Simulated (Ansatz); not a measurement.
Zincblende ZnS, relaxed with r2SCAN in Ansatz. It is cubic, F-43m (No. 216); a = 5.388 Å in the conventional setting, 19.55 Å³ an atom. Zn is surrounded by 4 S at 2.33 Å; S is surrounded by 4 Zn at 2.33 Å.

The axes x, y and z are those of this cell:
```yaml
crystal:
  lattice:
    - [0.00000, 2.69409, 2.69409]
    - [2.69409, 0.00000, 2.69409]
    - [2.69409, 2.69409, 0.00000]
  atoms:
    - { symbol: Zn, position: [0.00000, 0.00000, 0.00000] }
    - { symbol: S, position: [0.25000, 0.25000, 0.25000] }
```

Unstrained: PBE gives a direct gap of 2.147 eV at Γ. The r2SCAN gap is direct at Γ: 2.705 eV. HSE06 gives a direct gap of 3.378 eV at Γ. Meshes: PBE 8×8×8, r2SCAN 8×8×8, HSE06 6×6×6. Strains are changes of length per length. After each strain the atoms were relaxed again with r2SCAN within the symmetry that the strain leaves, so tilts or polar shifts that break it weren't tested; points keep the names that they have in the unstrained zone. No spin polarisation and no zero-point or thermal motion.

Q: For epitaxial -3.0 % in the plane normal to [111], how far does the free direction move, and what happens to the gap?

A: The normal strain at zero normal stress is +1.97 %, 0.66 of the in-plane strain with the sign turned. PBE: the gap goes from 2.147 to 2.161 eV (+0.014 eV); with r2SCAN the top three valence levels at Γ, degenerate before, become 2+1 from the top over 329 meV. r2SCAN: the gap goes from 2.705 to 2.718 eV (+0.013 eV). HSE06: the gap goes from 3.378 to 3.393 eV (+0.015 eV).

Q: For epitaxial +2.0 % in the plane normal to [111], how far does the free direction move, and what happens to the gap?

A: The normal strain at zero normal stress is -1.15 %, 0.57 of the in-plane strain with the sign turned. PBE: the gap goes from 2.147 to 1.915 eV (-0.232 eV); with r2SCAN the top three valence levels at Γ, degenerate before, become 1+2 from the top over 150 meV. r2SCAN: the gap goes from 2.705 to 2.459 eV (-0.246 eV). HSE06: the gap goes from 3.378 to 3.124 eV (-0.254 eV).

Q: Estimate what epitaxial +4.0 % in the plane normal to [111], free normal strain -2.30 % does to the gap.

A: PBE: the gap goes from 2.147 to 1.698 eV (-0.449 eV); with r2SCAN the top three valence levels at Γ, degenerate before, become 1+2 from the top over 259 meV. r2SCAN: the gap goes from 2.705 to 2.223 eV (-0.482 eV). HSE06: the gap goes from 3.378 to 2.881 eV (-0.497 eV). The r2SCAN energy rises by 29.3 meV an atom.

Q: For epitaxial +3.0 % in the plane normal to [111], how far does the free direction move, and what happens to the gap?

A: The normal strain at zero normal stress is -1.75 %, 0.58 of the in-plane strain with the sign turned. PBE: the gap goes from 2.147 to 1.803 eV (-0.344 eV); with r2SCAN the top three valence levels at Γ, degenerate before, become 1+2 from the top over 211 meV. r2SCAN: the gap goes from 2.705 to 2.339 eV (-0.366 eV). HSE06: the gap goes from 3.378 to 3.000 eV (-0.378 eV).

Q: Apply epitaxial -1.0 % in the plane normal to [111], free normal strain +0.67 %. How far does the gap move, against the unstrained cell?

A: PBE: the gap goes from 2.147 to 2.169 eV (+0.022 eV); with r2SCAN the top three valence levels at Γ, degenerate before, become 2+1 from the top over 98 meV. r2SCAN: the gap goes from 2.705 to 2.728 eV (+0.023 eV). HSE06: the gap goes from 3.378 to 3.401 eV (+0.023 eV). The r2SCAN energy rises by 2.1 meV an atom.

Q: For epitaxial -4.0 % in the plane normal to [111], how far does the free direction move, and what happens to the gap?

A: The normal strain at zero normal stress is +2.65 %, 0.66 of the in-plane strain with the sign turned. PBE: the gap goes from 2.147 to 2.122 eV (-0.025 eV); with r2SCAN the top three valence levels at Γ, degenerate before, become 2+1 from the top over 466 meV. r2SCAN: the gap goes from 2.705 to 2.673 eV (-0.032 eV). HSE06: the gap goes from 3.378 to 3.349 eV (-0.029 eV).

Q: For epitaxial +1.0 % in the plane normal to [111], how far does the free direction move, and what happens to the gap?

A: The normal strain at zero normal stress is -0.55 %, 0.55 of the in-plane strain with the sign turned. PBE: the gap goes from 2.147 to 2.031 eV (-0.116 eV); with r2SCAN the top three valence levels at Γ, degenerate before, become 1+2 from the top over 79 meV. r2SCAN: the gap goes from 2.705 to 2.582 eV (-0.123 eV). HSE06: the gap goes from 3.378 to 3.251 eV (-0.127 eV).

Q: For epitaxial -2.0 % in the plane normal to [111], how far does the free direction move, and what happens to the gap?

A: The normal strain at zero normal stress is +1.30 %, 0.65 of the in-plane strain with the sign turned. PBE: the gap goes from 2.147 to 2.177 eV (+0.030 eV); with r2SCAN the top three valence levels at Γ, degenerate before, become 2+1 from the top over 205 meV. r2SCAN: the gap goes from 2.705 to 2.736 eV (+0.031 eV). HSE06: the gap goes from 3.378 to 3.410 eV (+0.032 eV).

The meshes of the hybrids are coarse, so their gaps aren't converged to the digits shown.

The splittings at Γ are without spin-orbit coupling, which regroups them where it is of like size or larger.
